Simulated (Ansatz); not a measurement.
# From the elastic tensor of C at 8 GPa (stress–strain coefficients) to moduli and sound speeds

All numbers below come from Ansatz, DFT PBE, scalar-relativistic, plane waves, PAW. Plane waves to 420 eV; Γ-centred k mesh 12×12×12; fixed occupations. No spin polarisation.

It takes space group Fd-3m (No. 227, cubic). The conventional cell has a = 3.550 Å, b = 3.550 Å, c = 3.550 Å, α = 90.00°, β = 90.00°, γ = 90.00°. C (site symmetry -43m) is surrounded by 4 C at 1.54 Å.

Relaxed-ion constants (GPa, on the Cartesian axes of the calculation):
```
1089.2  146.6  146.6    0.0    0.0    0.0
 146.6 1089.2  146.6    0.0    0.0    0.0
 146.6  146.6 1089.2    0.0    0.0    0.0
   0.0    0.0    0.0  580.4    0.0    0.0
   0.0    0.0    0.0    0.0  580.4    0.0
   0.0    0.0    0.0    0.0    0.0  580.4
```

Density 3.565 g/cm³; 2 atoms in 11.19 Å³.

The values that follow are for a polycrystal of randomly turned grains, by Hill's mean where one number stands.

With S = C⁻¹: B_V = (C11+C22+C33+2(C12+C13+C23))/9, G_V = (C11+C22+C33−C12−C13−C23+3(C44+C55+C66))/15, 1/B_R = S11+S22+S33+2(S12+S13+S23), 15/G_R = 4(S11+S22+S33−S12−S13−S23)+3(S44+S55+S66); Hill is their mean. Then v_l = √((B+4G/3)/ρ), v_t = √(G/ρ), v_m = [(2/v_t³+1/v_l³)/3]^(−1/3) and Θ = (ħ/k_B)·v_m·(6π²n/V)^(1/3) for n atoms in the volume V; E = 9BG/(3B+G), ν = (3B−2G)/(2(3B+G)) and A^U = 5G_V/G_R + B_V/B_R − 6.

```
Bulk modulus, Voigt / Reuss / Hill          : 460.8 / 460.8 / 460.8 GPa
Shear modulus, Voigt / Reuss / Hill         : 536.8 / 531.2 / 534.0 GPa
Young's modulus                             : 1156 GPa
Poisson ratio                               : 0.082
Pugh ratio B/G                              : 0.86
Universal anisotropy index                  : 0.05
Longitudinal and transverse sound speeds    : 18137 and 12238 m/s
Debye temperature from the mean sound speed : 2240 K
```

Cost: 1 run of about 0.092 core-minutes, on Intel Xeon 6975P-C (Granite Rapids) (shared hosts).

The shear modulus of 534.0 GPa exceeds the bulk modulus of 460.8 GPa, a rare ordering that reflects the directional sp³ bonding of diamond. Shear has to bend the tetrahedral bond angles, and carbon, with no p electrons in its core, forms short, strong bonds that resist this strongly. The same angular stiffness places C44 far above C12, opposite to the metallic pattern, and keeps the Poisson ratio down at 0.082. Stiff bonds joining light atoms then account for the very high sound speeds and Debye temperature.

The universal anisotropy index of 0.05 indicates near-isotropy, though C44 still exceeds half of C11 − C12, so the crystal is stiffest in tension along ⟨111⟩, the bond directions. The constants satisfy the cubic conditions for stability against small homogeneous strains at this pressure. The low B/G fits diamond's known brittleness, but neither fracture strength nor hardness follows from these small-strain moduli.
